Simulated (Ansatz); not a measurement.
# Ge (Imma) in Ansatz: further runs

One crystal, Ge, is run at these levels: PBE; tasks: single point.

Program: Ansatz 0.2.0. These are calculated values, not measurements. Logs are shortened: lines on timing, memory, paths and dates and some standing lists are left out, and cuts for length are marked.

**1. The crystal as given**

It takes space group Imma (No. 74, orthorhombic). The conventional cell has a = 4.992 Å, b = 5.302 Å, c = 2.874 Å, α = 90.00°, β = 90.00°, γ = 90.00°. Ge (site symmetry mm2) is surrounded by 6 Ge at 2.68 to 2.87 Å.

This isn't the form of Ge at room conditions, which is diamond.

**2. Single point, PBE**

The input, input.yaml:

```yaml
crystal:
  lattice:
    - [-2.495898, 2.650863, 1.436947]
    - [2.495898, -2.650863, 1.436947]
    - [2.495898, 2.650863, -1.436947]
  atoms:
    - { symbol: Ge, position: [0.314057, 0.064057, 0.25] }
    - { symbol: Ge, position: [0.685943, 0.935943, 0.75] }
hamiltonian:
  xc: pbe
  pseudopotentials: { kind: paw }
kpoints:
  mp_grid: { grid: [11, 11, 11] }
scf:
  occupations: { method: gaussian, width: 0.05 }
output:
  forces: true
  stress: true
  eigenvalues: true
```

Potentials or basis: Ansatz PAW.

Command:

```
ansatz run input.yaml --threads 2 --pin off --max-ram 5632MiB --backend cpu --events-out ev --progress --plain --runs-dir out
```

Log:

```text
Warning: RAYON_NUM_THREADS=2 ignored (pool sized by the plan → 2); use --threads N
Engine: ansatz 0.2.0, aarch64-unknown-linux-gnu
Pseudopotentials: kind: paw
Pseudopotential: Ge, paw, valence charge 14, recommended cutoff 420 eV (normal), Ge.paw.azcp
Functional definition: PBE
  parameter kappa = 0.804
  parameter beta = 0.06672455060314922
  exchange = pbe_x(kappa = kappa, mu = beta*pi^2/3)
  correlation = pbe_c(beta = beta)
Crystal: 2 atoms, lattice volume = 38.029 Å³
Basis set: ecut = 420 eV, 765 PW (Γ), exchange–correlation on 54×54×54 points (8 copies of the dense FFT grid, shifted against one another)
Bands: 18, of which v1, the nominal top of the filled ones, is band 14 counted from 1 (13 counted from 0)
Symmetry: 8 space group operations
Space group: Imma (ITA 74), of the structure as read, at distance tolerance 3.4e-5 Å
k-points: 216 of 1331
Non-local potential: Ge, projectors of the file, l = 0: 2, l = 1: 2, l = 2: 3, l = 3: 1
PAW form: soft (Blöchl's): semilocal exchange-correlation on the pseudo side does not see the compensation charge
PAW one-centre angular grid: Ge, 590 points (default); XC on 64 Gauss nodes
Initial density: superposition of atomic densities (neutral atoms: chi_scale 0, normalization atom), corrected by the library's trained network
Initial wavefunctions: pseudopotential atomic-orbital guess
Functional: x = pbe(κ = 0.804, μ = 0.2195149727645171), c = pbe(β = 0.06672455060314922)
SCF iter   1: F=—  HF=-8589.491978 eV  |F-HF|=—  |Δ(HF+E_count)|=         —  Δρ=9.53e-4  dr2=1.71e-4  ethr=1.77e-3  ⟨swp⟩=5.6  Hψ=16206  notcnv=0
preconditioner: auto → Kerker (q_TF=auto, 2.593 Å⁻¹)  [metal: Δε(μ)=0.004 eV  Ē_g=23.412 eV  σ=0.050 eV  W_gap=0.04  n_scr=16 (ndim 8)  ℏωp=31.9 eV  f_vac=0.000  D(μ)=0.84/eV (n_scr^D=4)]
SCF iter   2: F=—  HF=-8589.491606 eV  |F-HF|=—  |Δ(HF+E_count)|=   3.72e-4  Δρ=6.19e-4  dr2=7.39e-5  ethr=6.09e-7  ⟨swp⟩=2.5  Hψ=8801  notcnv=0
SCF iter   3: F=—  HF=-8589.491679 eV  |F-HF|=—  |Δ(HF+E_count)|=   7.33e-5  Δρ=2.38e-4  dr2=1.35e-5  ethr=2.64e-7  ⟨swp⟩=2.0  Hψ=6872  notcnv=0
SCF iter   4: F=—  HF=-8589.491678 eV  |F-HF|=—  |Δ(HF+E_count)|=   1.16e-6  Δρ=1.09e-4  dr2=2.09e-6  ethr=4.84e-8  ⟨swp⟩=2.0  Hψ=6873  notcnv=0
SCF iter   5: F=—  HF=-8589.491677 eV  |F-HF|=—  |Δ(HF+E_count)|=   1.26e-6  Δρ=3.15e-5  dr2=2.53e-7  ethr=7.48e-9  ⟨swp⟩=2.0  Hψ=6160  notcnv=0
SCF iter   6: F=-8589.491677 eV  HF=-8589.491677 eV  |F-HF|=1.08e-9  |Δ(HF+E_count)|=   8.06e-8  Δρ=3.48e-6  dr2=3.73e-9  ethr=3.57e-10  ⟨swp⟩=4.4  Hψ=12165  notcnv=0
SCF 1 converged in 6 iterations: F = -8589.491677 eV  dr2 = 3.73e-9
SCF converged after 6 iterations
Free energy (F): -8589.491677 eV
Harris-Foulkes:  -8589.491677 eV  (|F-HF|=1.08e-9)
Internal energy: -8589.490623 eV  (E = F + TS)
E sigma→0 (E₀):  -8589.491150 eV
Entropy (-TS):   -0.001054 eV (-0.527 meV/atom)
Fermi energy:    10.834649 eV
--- Per-component energies (eV) ---
  E_band       = -231.906316
  E_kinetic    = 221.249511
  E_local      = -4328.077520  (includes V_loc(G=0)·N_el)
  E_nonlocal   = 832.556170
  E_hartree    = 1894.392318
  E_xc         = -151.210329
  E_vxc        = -129.194388  (∫ρ·V_xc dr)
  E_paw        = -4035.079747  (= ΣΔE_a)
  E_vpaw       = -617.228007  (= ΣTr[D̂ρ^β])
  E_aug_tail   = 0.000728  (compensation charges beyond the density's cutoff)
  E_ewald      = -3023.321753
  E_smearing   = -0.001054  (= −TS)
  E_closure    = -0.000000  (closes the sum)
  Σ components = -8589.491677   (vs F -8589.491677, Δ=0.00e0)
--- Forces (eV/Å), atoms counted from 1 ---
  atom   1  Ge     0.00000000     0.00000000     0.06280322
  atom   2  Ge     0.00000000     0.00000000    -0.06280322
  max |Σ_I F_I| component: 0.00e0 eV/Å
--- Stress (GPa, compression-positive) ---
        2.421059       0.000000       0.000000
        0.000000      -0.011019       0.000000
        0.000000       0.000000       0.908895
  P = ⅓ Tr σ = 1.1063 GPa (11.063 kbar)
--- Band table (eV; the first three rows and the last of 216) ---
  k-point 0: bands = ["-13.9334", "-13.8578", "-13.8556", "-13.8522", "-13.8193", "-13.7832", "-13.7231", "-13.7203", "-13.6907", "-13.6215", "-2.2876", "6.9943", "8.4655", "8.9089", "14.2769", "17.7656", "17.9865", "18.7082"]
  k-point 1: bands = ["-13.9285", "-13.8606", "-13.8566", "-13.8485", "-13.8151", "-13.7812", "-13.7237", "-13.7219", "-13.6932", "-13.6270", "-2.1961", "6.1575", "8.7709", "9.3237", "14.7525", "16.9817", "17.9499", "18.5971"]
  k-point 2: bands = ["-13.9144", "-13.8660", "-13.8592", "-13.8378", "-13.8056", "-13.7755", "-13.7270", "-13.7256", "-13.7007", "-13.6426", "-1.9219", "4.7873", "9.0917", "10.1221", "15.6769", "16.0766", "17.2211", "18.1522"]
  k-point 215: bands = ["-13.9093", "-13.8484", "-13.8186", "-13.7921", "-13.7702", "-13.7629", "-13.7505", "-13.7401", "-13.7276", "-13.7248", "1.7663", "2.2403", "5.0282", "5.6827", "15.2589", "17.6971", "21.3840", "21.6639"]
```

Run time: 4.2 s. Hardware: 2 threads of Arm Neoverse V1, shared host; peak memory 0.39 GiB.

Results:

* Free energy: -8589.4917 eV
* Pressure: 1.1 GPa
* Largest force: 0.063 eV/Å
* Band gap on the k mesh: none (metal or under the smearing width)

Forces on the atoms (eV/Å):
```
Ge   0.000  0.000  0.063
Ge   0.000  0.000 -0.063
```

**3. Single point, PBE**

Edit input.yaml of step 2 so:

```diff
@@ -14,3 +14,3 @@
 scf:
-  occupations: { method: gaussian, width: 0.05 }
+  occupations: { method: gaussian, width: 0.02 }
 output:
```

Potentials or basis: Ansatz PAW.

Command:

```
ansatz run input.yaml --threads 2 --pin off --max-ram 5632MiB --backend cpu --events-out ev --progress --plain --runs-dir out
```

Log:

```text
Warning: RAYON_NUM_THREADS=2 ignored (pool sized by the plan → 2); use --threads N
[... 8 set-up lines as earlier in the session ...]
Crystal: 2 atoms, lattice volume = 38.029 Å³
Basis set: ecut = 420 eV, 765 PW (Γ), exchange–correlation on 54×54×54 points (8 copies of the dense FFT grid, shifted against one another)
Bands: 18, of which v1, the nominal top of the filled ones, is band 14 counted from 1 (13 counted from 0)
[... 2 set-up lines as earlier in the session ...]
[... 29 lines left out ...]
  E_xc         = -151.210505
  E_vxc        = -129.194646  (∫ρ·V_xc dr)
  E_paw        = -4035.080457  (= ΣΔE_a)
  E_vpaw       = -617.229417  (= ΣTr[D̂ρ^β])
  E_aug_tail   = 0.000728  (compensation charges beyond the density's cutoff)
  E_ewald      = -3023.321753
  E_smearing   = -0.000276  (= −TS)
  E_closure    = 0.000000  (closes the sum)
  Σ components = -8589.491154   (vs F -8589.491154, Δ=0.00e0)
--- Forces (eV/Å), atoms counted from 1 ---
  atom   1  Ge     0.00000000     0.00000000     0.06298761
  atom   2  Ge     0.00000000     0.00000000    -0.06298761
  max |Σ_I F_I| component: 0.00e0 eV/Å
--- Stress (GPa, compression-positive) ---
        2.506524       0.000000       0.000000
        0.000000      -0.224155       0.000000
        0.000000       0.000000       1.037306
  P = ⅓ Tr σ = 1.1066 GPa (11.066 kbar)
--- Band table (eV; the first three rows and the last of 216) ---
  k-point 0: bands = ["-13.9334", "-13.8576", "-13.8553", "-13.8522", "-13.8190", "-13.7832", "-13.7229", "-13.7203", "-13.6907", "-13.6215", "-2.2875", "6.9944", "8.4659", "8.9085", "14.2768", "17.7655", "17.9867", "18.7083"]
  k-point 1: bands = ["-13.9286", "-13.8603", "-13.8563", "-13.8485", "-13.8148", "-13.7812", "-13.7234", "-13.7219", "-13.6932", "-13.6271", "-2.1960", "6.1576", "8.7710", "9.3236", "14.7524", "16.9817", "17.9501", "18.5972"]
  k-point 2: bands = ["-13.9145", "-13.8658", "-13.8589", "-13.8378", "-13.8054", "-13.7755", "-13.7270", "-13.7253", "-13.7007", "-13.6427", "-1.9218", "4.7874", "9.0916", "10.1221", "15.6768", "16.0765", "17.2212", "18.1524"]
  k-point 215: bands = ["-13.9093", "-13.8481", "-13.8183", "-13.7919", "-13.7702", "-13.7629", "-13.7505", "-13.7402", "-13.7276", "-13.7246", "1.7665", "2.2403", "5.0279", "5.6829", "15.2590", "17.6973", "21.3838", "21.6641"]
```

Run time: 4.2 s. Hardware: 2 threads of Arm Neoverse V1, shared host; peak memory 0.39 GiB.

Results:

- Free energy: -8589.4912 eV
- Pressure: 1.1 GPa
- Largest force: 0.063 eV/Å
- Band gap on the k mesh: none (metal or under the smearing width)

Forces on the atoms (eV/Å):
```
Ge   0.000  0.000  0.063
Ge   0.000  0.000 -0.063
```

**4. Single point, PBE**

Edit input.yaml of step 3 so:

```diff
@@ -14,3 +14,3 @@
 scf:
-  occupations: { method: gaussian, width: 0.02 }
+  occupations: { method: gaussian, width: 0.1 }
 output:
@@ -19 +19,5 @@
   eigenvalues: true
+  write_density: true
+  write_potential: true
+  elf: true
+  volumetric_format: npy
```

Command:

```
ansatz run input.yaml --threads 2 --pin off --max-ram 5632MiB --backend cpu --events-out ev --progress --plain --runs-dir out
```

Run time: 5.7 s. Hardware: 2 threads of Arm Neoverse V1, shared host; peak memory 0.4 GiB.

The run converged. Its results:

- Free energy: -8589.4931 eV
- Pressure: 1.1 GPa
- Largest force: 0.060 eV/Å
- Band gap on the k mesh: none (metal or under the smearing width)

Forces in eV/Å, atoms in the order of the input:
```
Ge   0.000  0.000  0.060
Ge   0.000  0.000 -0.060
```

Stress tensor (GPa, compression positive):
```
2.38 0.00 0.00
0.00 0.22 0.00
0.00 0.00 0.81
```

Levels at points of the mesh, in eV from the Fermi level:
```csv
k point,band 10,band 11,band 12,band 13,band 14,band 15,band 16,band 17,band 18
"(0.00, 0.00, 0.00)",-24.45,-13.12,-3.84,-2.37,-1.92,3.44,6.93,7.15,7.88
```

**5. Single point, PBE (another cell of the same crystal, with 2 atoms)**

The input, input.yaml:

```yaml
crystal:
  lattice:
    - [3.91425576, 0.0, 0.0]
    - [-2.8592318639, 2.6732361107, 0.0]
    - [-0.3237521867, -1.4170342277, 3.6343633107]
  atoms:
    - { symbol: Ge, position: [0.314057, 0.064057, 0.25] }
    - { symbol: Ge, position: [0.685943, 0.935943, 0.75] }
hamiltonian:
  xc: pbe
  pseudopotentials: { kind: paw }
kpoints:
  mp_grid: { grid: [11, 11, 11] }
scf:
  occupations: { method: gaussian, width: 0.05 }
output:
  forces: true
  stress: true
  eigenvalues: true
```

Potentials or basis: Ansatz PAW.

Command:

```
ansatz run input.yaml --threads 2 --pin off --max-ram 5632MiB --backend cpu --events-out ev --progress --plain --runs-dir out
```

Log:

```text
Warning: RAYON_NUM_THREADS=2 ignored (pool sized by the plan → 2); use --threads N
[... 8 set-up lines as earlier in the session ...]
Crystal: 2 atoms, lattice volume = 38.029 Å³
Basis set: ecut = 420 eV, 765 PW (Γ), exchange–correlation on 54×54×54 points (8 copies of the dense FFT grid, shifted against one another)
Bands: 18, of which v1, the nominal top of the filled ones, is band 14 counted from 1 (13 counted from 0)
[... 2 set-up lines as earlier in the session ...]
k-points: 216 of 1331
[... 6 set-up lines as earlier in the session ...]
SCF iter   1: F=—  HF=-8589.491978 eV  |F-HF|=—  |Δ(HF+E_count)|=         —  Δρ=9.53e-4  dr2=1.71e-4  ethr=1.77e-3  ⟨swp⟩=5.6  Hψ=16203  notcnv=0
preconditioner: auto → Kerker (q_TF=auto, 2.593 Å⁻¹)  [metal: Δε(μ)=0.004 eV  Ē_g=23.412 eV  σ=0.050 eV  W_gap=0.04  n_scr=16 (ndim 8)  ℏωp=31.9 eV  f_vac=0.000  D(μ)=0.84/eV (n_scr^D=4)]
SCF iter   2: F=—  HF=-8589.491606 eV  |F-HF|=—  |Δ(HF+E_count)|=   3.72e-4  Δρ=6.19e-4  dr2=7.39e-5  ethr=6.10e-7  ⟨swp⟩=2.5  Hψ=8830  notcnv=0
SCF iter   3: F=—  HF=-8589.491679 eV  |F-HF|=—  |Δ(HF+E_count)|=   7.32e-5  Δρ=2.38e-4  dr2=1.35e-5  ethr=2.64e-7  ⟨swp⟩=2.0  Hψ=6872  notcnv=0
SCF iter   4: F=—  HF=-8589.491678 eV  |F-HF|=—  |Δ(HF+E_count)|=   1.21e-6  Δρ=1.09e-4  dr2=2.09e-6  ethr=4.83e-8  ⟨swp⟩=2.0  Hψ=6873  notcnv=0
SCF iter   5: F=—  HF=-8589.491677 eV  |F-HF|=—  |Δ(HF+E_count)|=   1.25e-6  Δρ=3.13e-5  dr2=2.51e-7  ethr=7.47e-9  ⟨swp⟩=2.0  Hψ=6155  notcnv=0
SCF iter   6: F=-8589.491677 eV  HF=-8589.491677 eV  |F-HF|=1.09e-9  |Δ(HF+E_count)|=   8.15e-8  Δρ=3.49e-6  dr2=3.73e-9  ethr=3.57e-10  ⟨swp⟩=4.4  Hψ=12161  notcnv=0
SCF 1 converged in 6 iterations: F = -8589.491677 eV  dr2 = 3.73e-9
SCF converged after 6 iterations
Free energy (F): -8589.491677 eV
Harris-Foulkes:  -8589.491677 eV  (|F-HF|=1.09e-9)
Internal energy: -8589.490623 eV  (E = F + TS)
E sigma→0 (E₀):  -8589.491150 eV
Entropy (-TS):   -0.001054 eV (-0.527 meV/atom)
Fermi energy:    10.834649 eV
--- Per-component energies (eV) ---
  E_band       = -231.906285
  E_kinetic    = 221.249516
  E_local      = -4328.077493  (includes V_loc(G=0)·N_el)
  E_nonlocal   = 832.556176
  E_hartree    = 1894.392295
  E_xc         = -151.210331
  E_vxc        = -129.194390  (∫ρ·V_xc dr)
  E_paw        = -4035.079762  (= ΣΔE_a)
  E_vpaw       = -617.228010  (= ΣTr[D̂ρ^β])
  E_aug_tail   = 0.000728  (compensation charges beyond the density's cutoff)
  E_ewald      = -3023.321752
  E_smearing   = -0.001054  (= −TS)
  E_closure    = -0.000000  (closes the sum)
  Σ components = -8589.491677   (vs F -8589.491677, Δ=0.00e0)
--- Forces (eV/Å), atoms counted from 1 ---
  atom   1  Ge     0.02305545     0.05841825    -0.00000000
  atom   2  Ge    -0.02305545    -0.05841825     0.00000000
  max |Σ_I F_I| component: 6.94e-18 eV/Å
--- Stress (GPa, compression-positive) ---
        1.101810      -0.076136      -1.129085
       -0.076136       0.938944       0.445607
       -1.129085       0.445607       1.278181
  P = ⅓ Tr σ = 1.1063 GPa (11.063 kbar)
--- Band table (eV; the first three rows and the last of 216) ---
  k-point 0: bands = ["-13.9333", "-13.8578", "-13.8556", "-13.8522", "-13.8193", "-13.7832", "-13.7231", "-13.7203", "-13.6907", "-13.6215", "-2.2876", "6.9943", "8.4655", "8.9089", "14.2769", "17.7656", "17.9865", "18.7082"]
  k-point 1: bands = ["-13.9285", "-13.8606", "-13.8566", "-13.8485", "-13.8151", "-13.7812", "-13.7237", "-13.7219", "-13.6932", "-13.6270", "-2.1961", "6.1575", "8.7709", "9.3237", "14.7525", "16.9817", "17.9499", "18.5971"]
  k-point 2: bands = ["-13.9144", "-13.8660", "-13.8592", "-13.8378", "-13.8056", "-13.7755", "-13.7270", "-13.7256", "-13.7007", "-13.6426", "-1.9219", "4.7873", "9.0917", "10.1221", "15.6769", "16.0766", "17.2211", "18.1522"]
  k-point 215: bands = ["-13.9093", "-13.8484", "-13.8186", "-13.7921", "-13.7702", "-13.7629", "-13.7505", "-13.7401", "-13.7276", "-13.7248", "1.7663", "2.2403", "5.0282", "5.6827", "15.2589", "17.6971", "21.3840", "21.6639"]
```

Run time: 4.3 s. Hardware: 2 threads of Arm Neoverse V1, shared host; peak memory 0.39 GiB.

What came out:

```yaml
Free_energy: -8589.4917 eV
Pressure: 1.1 GPa
Largest_force: 0.063 eV/Å
Band_gap_on_the_k_mesh: none (metal or under the smearing width)
```

Forces in eV/Å, atoms in the order of the input:
```
Ge   0.023  0.058  0.000
Ge  -0.023 -0.058  0.000
```

Levels at points of the mesh, in eV from the Fermi level:
```tsv
k point	band 12	band 13	band 14	band 15	band 16	band 17
(0.00, 0.00, 0.00)	-3.84	-2.37	-1.93	3.44	6.93	7.15
```

**6. Summary**

```csv
cell,smearing,gap on the mesh (eV),pressure (GPa),largest force (eV/Å)
as given,gaussian 0.05 eV,none,1.1,0.06
as given,gaussian 0.02 eV,none,1.1,0.06
as given,gaussian 0.1 eV,none,1.1,0.06
"another cell of the same crystal, with 2 atoms",gaussian 0.05 eV,none,1.1,0.06
```

Alike in all rows: task single point; level PBE; potentials or basis Ansatz PAW; no spin polarisation; k mesh 11 × 11 × 11; cutoff (eV) 420.

Every run on the cell as given and a fine mesh finds a metal.

Absolute energies hang on the potentials; compare differences alone.
